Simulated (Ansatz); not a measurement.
CdGeAs2:

```
CELL_PARAMETERS angstrom
-2.98887 2.98887 5.66430
2.98887 -2.98887 5.66430
2.98887 2.98887 -5.66430
ATOMIC_POSITIONS crystal
Cd 0.50000 0.50000 0.00000
Cd 0.25000 0.75000 0.50000
As 0.09622 0.12500 0.47122
As 0.37500 0.90378 0.02878
As 0.65378 0.62500 0.52878
As 0.87500 0.34622 0.97122
Ge 0.75000 0.25000 0.50000
Ge 0.00000 0.00000 0.00000
```

The cell is a database's computed one.

Base run:

```yaml
Program: Ansatz 0.2.0
Functional: PBEsol
Potentials_or_basis: Ansatz PAW
Cutoff: "420 eV (not typed: the program's choice for these potentials)"
k_mesh: 6 × 6 × 6
Occupations: fermi-dirac, width 0.05 eV
Spin: no spin polarisation
```

Its results: band gap on the k mesh 0.19 eV, indirect (least direct gap 0.22 eV); pressure -0.7 GPa; largest force 0.178 eV/Å.

Question: The run is repeated on the same cell with these changes: functional from PBEsol to LDA. What comes out?

Answer: Band gap on the k mesh 0.19 eV, indirect (least direct gap 0.22 eV); pressure -2.6 GPa; largest force 0.222 eV/Å.

LDA binds more tightly than PBEsol, so the same cell stands under less pressure.

Caveats: the k mesh misses the band edges, so the gap on the mesh is wider than the one along the path; the PAW data sets come from PBE, with cores solved anew for the run's functional, which leaves a small shift of forces and pressure.
